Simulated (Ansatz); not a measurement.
Computed with Ansatz, DFT PBE, scalar-relativistic, plane waves, PAW.

Settings: cutoff 420 eV, Γ-centred mesh 14×14×10 on the computed 4-atom cell, Gaussian smearing of 0.10 eV; no spin polarisation.

```
P
1.0
     1.63355   -4.98751    0.00000
     1.63355    4.98751    0.00000
     0.00000    0.00000    4.07465
P
4
Direct
  0.11118 0.88882 0.93395
  0.61118 0.38882 0.56605
  0.88882 0.11118 0.06605
  0.38882 0.61118 0.43395
```

Q: Is this geometry at equilibrium? Which atom feels the largest force?

A: It isn't. Atom 1 (P) feels (0.00, 0.29, -0.04) eV/Å, 0.297 eV/Å in size, and symmetry-related atoms feel the same size.

Q: Give all forces and the stress.

A:
```
atom Fx Fy Fz
  P1  0.000   0.294  -0.044
  P2  0.000   0.294   0.044
  P3  0.000  -0.294   0.044
  P4  0.000  -0.294  -0.044
```
Stress (GPa, compression positive):
```
7.90 0.00 0.00
0.00 3.91 0.00
0.00 0.00 4.87
```

The cell holds layers, and where no dispersion correction was added their binding is poorly described.